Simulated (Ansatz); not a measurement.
## Convergence notes, G0W0 on MgO (NiAs type)

MgO in the NiAs-type structure, relaxed with r2SCAN; one-shot G0W0 in Ansatz without spin-orbit coupling. Values at 0 K without nuclear motion; spin polarisation is off, and the phase may be a hypothetical one.

```
Mg O
1.0
     2.92306    0.00000    0.00000
    -1.46153    2.53144    0.00000
     0.00000    0.00000    5.09210
Mg O
2 2
Direct
  0.00000 0.00000 0.00000
  0.00000 0.00000 0.50000
  0.33333 0.66667 0.25000
  0.66667 0.33333 0.75000
```

Gaps are read over the mesh points alone. G0W0 values are finite-basis, finite-mesh values.
```csv
start,potentials,frequency model,mesh,empty bands,screening cutoff (eV),Kohn-Sham gap (eV),G0W0 gap (eV),rough cost
PBE,PAW,contour deformation,6×6×4,61,80,4.47,6.59,80 core-seconds
PBE,PAW,contour deformation,6×6×4,141,140,4.47,6.82,4 core-minutes
PBE,PAW,contour deformation,6×6×4,260,210,4.47,6.97,12 core-minutes
PBE,PAW,contour deformation,9×9×4,61,80,4.47,6.58,6 core-minutes
PBE,PAW,Godby-Needs pole,6×6×4,141,140,4.47,6.81,3 core-minutes
PBE,norm-conserving,contour deformation,6×6×4,141,140,4.47,6.82,8 core-minutes
HSE06,PAW,contour deformation,6×6×4,141,140,6.21,7.67,6 core-minutes
LDA,PAW,contour deformation,6×6×4,141,140,4.37,6.84,3 core-minutes
r2SCAN,PAW,contour deformation,6×6×4,141,140,5.34,7.31,3 core-minutes
```

The quasiparticle gap on this mesh is 6.97 eV (direct at Γ), against 4.47 eV from PBE: +2.50 eV. Renormalisation factors Z lie between 0.78 and 0.86.

Raising bands and cutoff together moves the gap by +0.23 eV (80 to 140 eV), then +0.15 eV (140 to 210 eV); the last step is still large, so the basis limit isn't reached. A 9×9×4 mesh in place of 6×6×4 changes the opening over PBE by -0.01 eV (the gap on the mesh by -0.01 eV). The Godby-Needs plasmon pole differs from contour deformation by -0.01 eV. Norm-conserving potentials (wave cutoff 1240 eV against 420 eV) shift the quasiparticle gap by 0.00 eV and the PBE gap by 0.00 eV. Starting from HSE06 (6.21 eV against PBE's 4.47 eV) gives 7.67 eV, +0.85 eV from G0W0@PBE at the same screening cutoff. Starting from LDA (4.37 eV against PBE's 4.47 eV) gives 6.84 eV, +0.02 eV from G0W0@PBE at the same screening cutoff. Starting from r2SCAN (5.34 eV against PBE's 4.47 eV) gives 7.31 eV, +0.49 eV from G0W0@PBE at the same screening cutoff. r2SCAN runs take a wave cutoff of 500 eV.
